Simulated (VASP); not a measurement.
## Mg3H2: single point with PBE

Crystal: Mg3H2.

```
CELL_PARAMETERS angstrom
4.33405 0.00000 0.00000
0.00000 4.33405 0.00000
0.00000 0.00000 4.33405
ATOMIC_POSITIONS crystal
Mg 0.50000 0.00000 0.00000
Mg 0.00000 0.50000 0.00000
Mg 0.00000 0.00000 0.50000
H 0.50000 0.50000 0.50000
H 0.00000 0.00000 0.00000
```

The cell was built by a generator and needn't be a form met in nature.

The cell isn't the ideal one: species swapped into the Tl2F3 type (Pm-3m, No. 221).

```yaml
Program: VASP 6.6.1
Task: single point
Functional: PBE
Potentials_or_basis: VASP PAW PBE potentials, release 64 (Mg, H)
Cutoff: 520 eV
k_mesh: 10 × 10 × 10
Occupations: gaussian, width 0.1 eV
Spin: no spin polarisation
Dipole_correction: no
Further_INCAR_settings: ALGO = Normal; EDIFF = 1e-06; NBANDS = 12
```

```json
{
 "Pressure": "-0.1 GPa",
 "Band gap on the k mesh": "none (metal or under the smearing width)"
}
```

Levels at points of the mesh, in eV from the Fermi level:
```csv
k point,band 2,band 3,band 4,band 5,band 6,band 7
"(0.00, 0.00, 0.00)",-3.43,0.39,0.39,0.39,1.89,1.89
"(0.50, 0.00, 0.00)",-5.06,-0.29,0.57,1.57,1.57,3.04
"(0.50, 0.50, 0.00)",-3.60,-2.74,-2.74,2.59,2.64,2.68
"(0.50, 0.50, 0.50)",-2.65,-1.12,-1.12,-1.12,-0.48,-0.48
```

It took 42 s on 1 thread of Intel(R) Xeon(R) Platinum 8175M CPU @ 2.50GHz (Skylake/Cascade Lake), with other jobs on the host, peak memory 0.2 GiB.
